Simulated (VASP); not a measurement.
# Ho under changes of volume

One of the cells (31.655 Å³/atom); the others are scaled copies at fixed shape and fractional positions:

```
CELL_PARAMETERS angstrom
0.00000 2.51076 2.51076
2.51076 0.00000 2.51076
2.51076 2.51076 0.00000
ATOMIC_POSITIONS crystal
Ho 0.00000 0.00000 0.00000
```

This isn't the form of Ho at room conditions, which is hcp.

```yaml
Program: VASP 6.6.1
Functional: PBE
Potentials_or_basis: VASP PAW PBE potentials, release 64 (Ho)
Cutoff: 520 eV
k_mesh: 9 × 9 × 9
Occupations: fermi-dirac, width 0.05 eV
Spin: collinear spin, ferromagnetic start
Starting_moments: "[4.0] μB"
```

| volume (Å³/atom) | energy over the lowest point (meV/atom) | pressure (GPa) |
| --- | --- | --- |
| 29.173 | 67.34 | 4.9 |
| 29.793 | ? | ? |
| 30.414 | 34.82 | 3.4 |
| 31.655 | 12.90 | 2.2 |
| 32.276 | 5.40 | 1.6 |
| 32.897 | 0.00 | 1.1 |

What does the run at 29.793 Å³/atom give?

Energy over the lowest point 49.65 meV/atom; pressure 4.1 GPa.

Worked out: A Birch-Murnaghan fit of order 3 (a polynomial in V^(-2/3)) to the other rows has no minimum within the range. It gives 49.66 meV/atom at 29.793 Å³/atom, against the run's 49.65, and -dE/dV = 4.2 GPa, against 4.1.

Energies are extrapolated to zero smearing.

Caveats: the magnetic or orbital state may not be the lowest.
